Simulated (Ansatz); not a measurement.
## Relaxing Al₂Pt

The calculation used Ansatz, DFT PBEsol, scalar-relativistic, plane waves, PAW. Run with 420 eV cutoff, 8×8×6 k-mesh, Gaussian smearing of 0.10 eV, no spin polarisation.

What was changed: biaxial strain in the a-b plane, c and atoms relaxed: +3.0 %.

Spin–orbit coupling is left out, which can shift energies with elements as heavy as these.

Command:

```bash
ansatz run input.yaml --threads 1 --pin off --max-ram 2560MiB --backend cpu --events-out ev --progress --plain --runs-dir out
```

Input:

```yaml
crystal:
  lattice:
    - [3.0367050134, 3.0367050134, 0.0]
    - [-3.0367050134, 3.0367050134, 0.0]
    - [0.0, 0.0, 5.7903773265]
  atoms:
    - { symbol: Al, position: [0.0, 0.5, 0.75] }
    - { symbol: Al, position: [0.5, 0.0, 0.75] }
    - { symbol: Al, position: [0.5, 0.0, 0.25] }
    - { symbol: Al, position: [0.0, 0.5, 0.25] }
    - { symbol: Pt, position: [0.0, 0.0, 0.0] }
    - { symbol: Pt, position: [0.5, 0.5, 0.5] }
basis:
  ecutwfc: 420
kpoints:
  mp_grid: { grid: [8, 8, 6] }
hamiltonian:
  xc: pbesol
scf:
  occupations: { method: gaussian, width: 0.1 }
output:
  forces: true
  stress: true
  eigenvalues: true
relax:
  adjacent_minimum: "off"
  f_tol: 0.008
  max_steps: 40
  cell: { stress_tol: 0.015, fix: [a, b, gamma] }
```

F is the free energy. Steps run on the plane waves of an earlier cell, but the last one, and at times one on the way, on a freshly chosen basis, so a repeated geometry can differ a little in energy. The held parts of the cell keep their stress, so P needn't end at zero.

Steps:

```
step F − F(1) (eV) largest force component (eV/Å) V (Å³/atom) P (GPa)
   1         0.0000                           0.000       17.799    -5.20
   2        -0.0165                           0.000       17.422    -2.59
   3        -0.0177                           0.000       17.507    -3.20
   4        -0.0177                           0.000       17.503    -3.18
   5        -0.0172                           0.000       17.503    -3.18
```

Relaxed structure:

```yaml
crystal:
  lattice:
    - [3.03671, 3.03671, 0.00000]
    - [-3.03671, 3.03671, 0.00000]
    - [0.00000, 0.00000, 5.69423]
  atoms:
    - { symbol: Al, position: [0.00000, 0.50000, 0.75000] }
    - { symbol: Al, position: [0.50000, 0.00000, 0.75000] }
    - { symbol: Al, position: [0.50000, 0.00000, 0.25000] }
    - { symbol: Al, position: [0.00000, 0.50000, 0.25000] }
    - { symbol: Pt, position: [0.00000, 0.00000, 0.00000] }
    - { symbol: Pt, position: [0.50000, 0.50000, 0.50000] }
```

It takes space group I4/mmm (No. 139, tetragonal). The conventional cell has a = 4.295 Å, b = 4.295 Å, c = 5.694 Å, α = 90.00°, β = 90.00°, γ = 90.00°. Around Al (site symmetry -4m2) lie 4 Pt at 2.58 Å and 2 Al at 2.85 Å. Pt (site symmetry 4/mmm) is surrounded by 8 Al at 2.58 Å.

The run converged. It took 51 s on 1 thread of Arm Neoverse V1 (shared host), peak memory 0.44 GiB.